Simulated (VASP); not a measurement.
ZrO₂ (monoclinic): the band gap from VASP (plane waves, PAW) at several levels of theory. Gaps are without spin-orbit coupling. Each level names its cell: its own relaxed one, PBE's, or the starting one. A gap is the smallest over the k-mesh and a band path; hybrids may have named points in place of the path, and GW has the mesh alone.

```csv
level,band gap (eV)
PBE (own cell),3.60
PBEsol (own cell),3.58
```

The cell of the PBE (own cell) run:

ZrO₂ has the monoclinic space group P2₁/c (No. 14), Pearson symbol mP12. Cell: a = 5.1866 Å, b = 5.2533 Å, c = 5.3628 Å, α = 90.00°, β = 99.58°, γ = 90.00°. Zr on 4e has 7 O at 2.063–2.286 Å. O1 on 4e is coordinated by 3 Zr at 2.063–2.171 Å. O2 on 4e is coordinated by 4 Zr at 2.169–2.286 Å. (Neighbours: up to the widest gap in distance over summed covalent radii, below 1.35, at either atom; cation-cation and far metal-metal contacts left out.)

Only levels that ran to the end are used. Left out are those held back, those with too coarse a band path, GW runs whose mesh misses a band edge, hybrids' fits of cells that aren't cubic and levels without matching references; a question may draw on a part of the rest.

The compound is ZrO2 in the monoclinic structure.
